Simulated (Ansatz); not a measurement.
# WS2: how settings move the results

This session on WS2 sets out to test the occupation rule and width.

Computed with Ansatz 0.2.0 (DFT PBEsol, scalar-relativistic, plane waves, PAW, unless a step's input says otherwise).

### Step 1. The system as given

It takes space group P3m1 (No. 156, trigonal). Conventional cell: a = 3.183 Å, b = 3.183 Å, c = 28.532 Å, α = 90.00°, β = 90.00°, γ = 120.00°. W (site symmetry 3m) is surrounded by 6 S at 2.41 Å. S (site symmetry 3m) is surrounded by 3 W at 2.41 Å. Only part of the 9 independent sites is listed.

Structure file:

```cif
data_structure
_symmetry_space_group_name_H-M 'P3m1'
_symmetry_Int_Tables_number 156
_cell_length_a 3.1830
_cell_length_b 3.1830
_cell_length_c 28.5322
_cell_angle_alpha 90.000
_cell_angle_beta 90.000
_cell_angle_gamma 120.000
_cell_volume 250.34
loop_
_atom_site_label
_atom_site_type_symbol
_atom_site_symmetry_multiplicity
_atom_site_Wyckoff_symbol
_atom_site_fract_x
_atom_site_fract_y
_atom_site_fract_z
_atom_site_occupancy
W1 W 1 a 0.00000 0.00000 0.65929 1
W2 W 1 c 0.66667 0.33333 0.88553 1
W3 W 1 c 0.66667 0.33333 0.43436 1
S1 S 1 a 0.00000 0.00000 0.94019 1
S2 S 1 a 0.00000 0.00000 0.48903 1
S3 S 1 c 0.66667 0.33333 0.71395 1
S4 S 1 a 0.00000 0.00000 0.83085 1
S5 S 1 a 0.00000 0.00000 0.37971 1
S6 S 1 c 0.66667 0.33333 0.60463 1
```

Source of the structure: the Materials Project (structure only). It is taken as it stands there.

### Step 2. The base run, which the others are set against

Input file input.yaml:

```yaml
crystal:
  lattice:
    - [3.1829541699, 0.0, 0.0]
    - [-1.591477085, 2.7565191702, 0.0]
    - [0.0, 0.0, 28.53221786]
  atoms:
    - { symbol: W, position: [0.66666667, 0.33333333, 0.65928643] }
    - { symbol: W, position: [0.33333333, 0.66666667, 0.88553378] }
    - { symbol: W, position: [0.33333333, 0.66666667, 0.43436168] }
    - { symbol: S, position: [0.66666667, 0.33333333, 0.94018573] }
    - { symbol: S, position: [0.66666667, 0.33333333, 0.48903042] }
    - { symbol: S, position: [0.33333333, 0.66666667, 0.71395221] }
    - { symbol: S, position: [0.66666667, 0.33333333, 0.83084828] }
    - { symbol: S, position: [0.66666667, 0.33333333, 0.37971025] }
    - { symbol: S, position: [0.33333333, 0.66666667, 0.60462521] }
basis:
  ecutwfc: 420
kpoints:
  mp_grid: { grid: [12, 12, 1] }
hamiltonian:
  xc: pbesol
scf:
  occupations: { method: gaussian, width: 0.02 }
output:
  forces: true
  stress: true
  eigenvalues: true
  populations: true
```

Its results, from an earlier run: -4009.6856 eV/atom at zero smearing, pressure -1.89 GPa, largest force 0.122 eV/Å, gap on the mesh 1.32 eV, in 9 SCF cycles and 16 s.

### Step 3. Occupation rule and width set to Gaussian 0.14 eV

Input file input.yaml:

```yaml
crystal:
  lattice:
    - [3.1829541699, 0.0, 0.0]
    - [-1.591477085, 2.7565191702, 0.0]
    - [0.0, 0.0, 28.53221786]
  atoms:
    - { symbol: W, position: [0.6666666667, 0.3333333333, 0.65928643] }
    - { symbol: W, position: [0.3333333333, 0.6666666667, 0.88553378] }
    - { symbol: W, position: [0.3333333333, 0.6666666667, 0.43436168] }
    - { symbol: S, position: [0.6666666667, 0.3333333333, 0.94018573] }
    - { symbol: S, position: [0.6666666667, 0.3333333333, 0.48903042] }
    - { symbol: S, position: [0.3333333333, 0.6666666667, 0.71395221] }
    - { symbol: S, position: [0.6666666667, 0.3333333333, 0.83084828] }
    - { symbol: S, position: [0.6666666667, 0.3333333333, 0.37971025] }
    - { symbol: S, position: [0.3333333333, 0.6666666667, 0.60462521] }
basis:
  ecutwfc: 420
kpoints:
  mp_grid: { grid: [12, 12, 1] }
hamiltonian:
  xc: pbesol
scf:
  occupations: { method: gaussian, width: 0.14 }
output:
  forces: true
  stress: true
  eigenvalues: true
```

Launch:

```console
$ ansatz run input.yaml --threads 2 --pin off --max-ram 5120MiB --backend cpu --events-out ev --progress --plain --runs-dir out
```

### Step 4. Occupation rule and width set to Fermi–Dirac 0.08 eV

Edit input.yaml of step 3 so:

```diff
@@ -22,3 +22,3 @@
 scf:
-  occupations: { method: gaussian, width: 0.14 }
+  occupations: { method: fermi_dirac, width: 0.08 }
 output:
```

### Step 5. Occupation rule and width set to Methfessel–Paxton 0.08 eV

Edit input.yaml of step 4 so:

```diff
@@ -22,3 +22,3 @@
 scf:
-  occupations: { method: fermi_dirac, width: 0.08 }
+  occupations: { method: methfessel_paxton, width: 0.08 }
 output:
```

### Step 6. Occupation rule and width: Methfessel–Paxton 0.14 eV

Edit input.yaml of step 5 so:

```diff
@@ -22,3 +22,3 @@
 scf:
-  occupations: { method: methfessel_paxton, width: 0.08 }
+  occupations: { method: methfessel_paxton, width: 0.14 }
 output:
```

### Step 7. Occupation rule and width: Methfessel–Paxton 0.27 eV

Edit input.yaml of step 6 so:

```diff
@@ -22,3 +22,3 @@
 scf:
-  occupations: { method: methfessel_paxton, width: 0.14 }
+  occupations: { method: methfessel_paxton, width: 0.27 }
 output:
```

### Step 8. Occupation rule and width: Methfessel–Paxton 0.54 eV

Edit input.yaml of step 7 so:

```diff
@@ -22,3 +22,3 @@
 scf:
-  occupations: { method: methfessel_paxton, width: 0.27 }
+  occupations: { method: methfessel_paxton, width: 0.54 }
 output:
```

### Step 9. Occupation rule and width set to tetrahedron

Edit input.yaml of step 8 so:

```diff
@@ -22,3 +22,3 @@
 scf:
-  occupations: { method: methfessel_paxton, width: 0.54 }
+  occupations: { method: tetrahedron }
 output:
```

### Step 10. Occupation rule and width: fixed

Edit input.yaml of step 9 so:

```diff
@@ -22,3 +22,3 @@
 scf:
-  occupations: { method: tetrahedron }
+  occupations: { method: fixed }
 output:
```

(Steps that only read results are left out.)

What results come out of these runs, taken together? Wanted: largest energy shift, occupation rule and width.

**Answer**, as computed:

```
                                       quantity                                     value
largest energy shift, occupation rule and width  -0.33 meV/atom at Methfessel–Paxton 0.54
```

The free energy moves by up to 0.50 meV/atom (Methfessel–Paxton 0.54), the energy extrapolated to zero width by up to 0.33. Spin-orbit coupling is left out, which matters for the bands of W.
